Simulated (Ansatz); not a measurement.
**Compressing Pd: a fit and a missing row**

Pd, Im-3m, a = 3.137 Å. This isn't the element's structure at ambient conditions. Ansatz: PBE, PAW, 420 eV, Γ-centred 18×18×18 mesh on 1 atom, Gaussian smearing 0.10 eV; no spin polarisation. Symmetry fixes shape and atoms, so the cell is only scaled; pressure is positive in compression.

| V (Å³/atom) | P (GPa) |
| --- | --- |
| 13.586 | ? |
| 14.049 | 20.09 |
| 14.513 | 12.07 |
| 14.976 | 5.45 |
| 15.439 | -0.01 |
| 15.902 | -4.49 |
| 16.365 | -8.16 |
| 16.983 | -12.01 |

Problem. Take V0 = 15.439 Å³/atom, count pressures from its P0 = -0.01 GPa, fit the third-order Birch–Murnaghan form to the other rows, and predict the missing pressure.

Solution. With the Eulerian strain f = ½[(V0/V)^(2/3) − 1] and y = (P − P0)/[3f(1 + 2f)^(5/2)], the form is the line y = B0 + 1.5 B0 (B0′ − 4) f. Rows (f, y): 0.03246, 176.4; 0.02105, 172.6; 0.01025, 168.8; -0.00975, 160.9; -0.01904, 157.2; -0.03078, 152.3. Means f = 0.0006983, y = 164.70; Σ(Δf)² = 0.003004, ΣΔfΔy = 1.150; the slope is their ratio. y = 164.4 + 382.7 f GPa, so B0 = 164.4 GPa and B0′ = 4 + 2 × (382.7)/(3 × 164.4) = 5.55. At V = 13.586, f = 0.04449, y = 181.43 and P = 29.96 GPa. The run gave 29.81 GPa, so the fit is 0.15 GPa too high, a small miss on the scale of the series.

Cost: 8 runs of about 0.44 core-minutes in all, on Intel Xeon Platinum 8488C (Sapphire Rapids) (shared hosts).